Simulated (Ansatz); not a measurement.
# ZrS2: the cost of one run

All numbers are computed with Ansatz 0.2.0, driven from Python. Level of theory: DFT r2SCAN, plane waves, PAW.

### Step 1. The system

It takes space group P-3m1 (No. 164, trigonal). Conventional cell: a = 3.691 Å, b = 3.691 Å, c = 6.041 Å, α = 90.00°, β = 90.00°, γ = 120.00°. Around Zr (site symmetry -3m) lie 6 S at 2.57 Å. S (site symmetry 3m) is surrounded by 3 Zr at 2.57 Å.

The script holds or builds the structure itself.

### Step 2. Script

zrs2_vcrelax.py reads:

```python
"""Relax cell and ions of ZrS2."""

from pathlib import Path
import argparse
import json

import ansatz
from ase import Atoms
from ase.data import atomic_numbers
from ase.neighborlist import neighbor_list
import numpy as np
import spglib

parser = argparse.ArgumentParser(description="Relax cell and ions of ZrS2.")
parser.add_argument("--functional", default="r2scan", help="exchange-correlation functional")
parser.add_argument("--mesh", type=int, nargs=3, required=True, help="k-point sampling")
parser.add_argument("--mixing-beta", type=float, default=0.3, help="density mixing step")
parser.add_argument("--scf-tol", type=float, required=True, help="SCF tolerance (eV)")
parser.add_argument("--force-tol", type=float, required=True, help="force threshold (eV/A)")
args = parser.parse_args()

def edges_and_angles(cell):
    cell = np.asarray(cell)
    a, b, c = np.linalg.norm(cell, axis=1)
    cosines = cell[1] @ cell[2] / (b * c), cell[0] @ cell[2] / (a * c), cell[0] @ cell[1] / (a * b)
    return (a, b, c, *np.degrees(np.arccos(cosines)))


def main() -> None:
    crystal = (
        ansatz.Lattice.of((3.69138, 0.0, 0.0), (-1.84569, 3.19683, 0.0), (0.0, 0.0, 6.04108))
        .atom("Zr", (0.0, 0.0, 0.0))
        .atom("S", (2 / 3, 1 / 3, 0.76209))
        .atom("S", (1 / 3, 2 / 3, 0.23791))
    )

    # every cell quantity that the symmetry leaves free
    job = (
        crystal.calculation()
        .functional(args.functional)
        .accuracy("low")
        .kpoints(*args.mesh)
        .occupations(ansatz.OccupationsMethod.FIXED)
        .mixing("broyden", beta=args.mixing_beta)
        .scf(tolerance=args.scf_tol)
        .relax(force_tolerance=args.force_tol, max_steps=40, cell=True, stress_tolerance=0.1)
        .potential_components()
        .density_of_states(energy_step=0.2, nscf_kmesh_spacing=0.14)
        .band_table()
    )
    res = job.run(threads=1, events_out="events.ndjson")
    with open("events.ndjson") as stream:
        events = [json.loads(line) for line in stream]
    steps = [e["data"] for e in events if e["event"] == "relax_step"]
    r = res.report
    for s in steps:
        flag = "" if s["accepted"] else "  (rejected)"
        print("step %2d  E = %.5f eV  largest force component = %.4f eV/A%s" % (s["step"], s["lagrangian_ev"], s["allowed_force_max_ev_ang"], flag))

    first, last = steps[0], steps[-1]
    symbols = [site.symbol for site in res.lattice.sites]
    print(f"energy gained {first['lagrangian_ev'] - last['lagrangian_ev']:.4f} eV in {len(steps) - 1} steps")
    for label, vectors in (("before", first["cell_ang"]), ("after", res.lattice.cell_ang)):
        print(label, "a b c (A) {:.4f} {:.4f} {:.4f}  angles {:.2f} {:.2f} {:.2f}".format(*edges_and_angles(vectors)), f" V = {abs(np.linalg.det(vectors)):.3f} A^3")
    print("final stress xx yy zz (GPa, compression positive):", np.round(np.diag(r["stress_gpa"]), 3) + 0.0)

    change = np.array(last["positions_ang"]) @ np.linalg.inv(last["cell_ang"]) - np.array(first["positions_ang"]) @ np.linalg.inv(first["cell_ang"])
    moved = np.linalg.norm(change @ np.array(last["cell_ang"]), axis=1)
    print("displacement within the cell, strain taken out (A):", " ".join(f"{s}:{d:.3f}" for s, d in zip(symbols, moved)))

    print("relaxed fractional positions")
    for site in res.lattice.sites:
        print(f"  {site.symbol:2s}", " ".join(f"{v % 1:8.5f}" for v in np.round(site.position_frac, 5)))

    fractions = [site.position_frac for site in res.lattice.sites]
    numbers = [atomic_numbers[s] for s in symbols]
    for tolerance in (1e-3, 1e-2, 1e-1):
        print(f"space group at {tolerance} A:", spglib.get_spacegroup((res.lattice.cell_ang, fractions, numbers), symprec=tolerance))

    final = Atoms(symbols, positions=last["positions_ang"], cell=res.lattice.cell_ang, pbc=True)
    i, j, d = neighbor_list("ijd", final, 4.5)
    print("neighbours within 1.1 times the shortest distance of each atom (A)")
    for atom in range(len(final)):
        near = [m for m in np.argsort(d) if i[m] == atom]
        shell = [m for m in near if d[m] < 1.1 * d[near[0]]]
        print(f"{symbols[atom]}{atom} ({len(shell)}):", ", ".join(f"{symbols[j[m]]} {d[m]:.3f}" for m in shell))

    for key in ("converged", "n_iterations", "n_electrons", "n_kpoints", "n_pw", "n_symmetry_ops", "free_energy_ev", "fermi_energy_ev"):
        print(f"{key:18s} {r[key]}")

    folder = Path(res.write_results("parts"))
    text = (folder / "v_comp_z.tsv").read_text().splitlines()
    rows = np.array([line.split() for line in text if not line.startswith("#")], dtype=float)
    print(text[0])
    print(np.array2string(rows[:: max(len(rows) // 12, 1)], precision=3, suppress_small=True))

    dos = res.density_of_states()
    energy = np.asarray(dos.energies_ev) - dos.fermi_ev
    top = min(levels[-1] for levels in r["eigenvalues_ev"]) - dos.fermi_ev  # the computed bands end here
    total = np.asarray(dos.spin_summed_g_bin_mean_per_ev)
    print("E - E_F (eV)   states/eV")
    for e in np.arange(-8, min(6, top), 0.5):
        print(f"{e:8.1f} {np.interp(e, energy, total):12.3f}")


if __name__ == "__main__":
    main()
```

### Step 3. Running it

Run with:

```sh
> python zrs2_vcrelax.py --mesh 9 9 5 --scf-tol 1e-07 --force-tol 0.001
```

What time and memory should one allow on 1 thread of Arm Neoverse N1, shared host?

About 94 s, with a peak of 0.54 GiB.
